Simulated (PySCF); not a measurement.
Species: trifluoromethane, CHF3.
Bonds: F1–C2, C2–F3, C2–F4. Hydrogens: H5 on C2.

Computed geometry: GFN2-xTB, gas phase.

What internal coordinates does the optimisation give?

```json
{"bond": "F1–C2, C2–F3, C2–F4", "length (Å)": "1.328"}
{"bond": "C2–H5", "length (Å)": "1.104"}
```

Bonds in one row agree within 0.01 Å and their mean is given. A selection of angles:
```json
{"angle": "F1–C2–F3", "degrees": "108.4"}
{"angle": "F1–C2–H5", "degrees": "110.5"}
```

All 3 C–F bonds measure 1.328 Å.

Point group: C3v (every atom within 0.08 Å of its image). Not checked by GFN2-xTB frequencies.


ZnMeI, CH₃IZn (singlet state).
Bonds: Zn1–C2, Zn1–I6. Hydrogens: H3, H4, H5 on C2.

Theory: PBE0-D3(BJ)/def2-SVP geometry optimisation, gas phase, def2 core potentials past Kr in PySCF 2.14.0.

**Question.** Give the optimised bond lengths and angles.

**Answer.** 
| bond | length (Å) |
| --- | --- |
| Zn1–C2 | 1.937 |
| Zn1–I6 | 2.444 |
| C2–H3, C2–H4, C2–H5 | 1.101 |

Bonds in one row agree within 0.01 Å and their mean is given. A selection of angles:
| angle | degrees |
| --- | --- |
| C2–Zn1–I6 | 179.4 |
| Zn1–C2–H3 | 110.6 |
| Zn1–C2–H4 | 110.4 |
| H3–C2–H4 | 108.4 |

Point group: C3v (tolerance 0.08 Å). No frequency check.
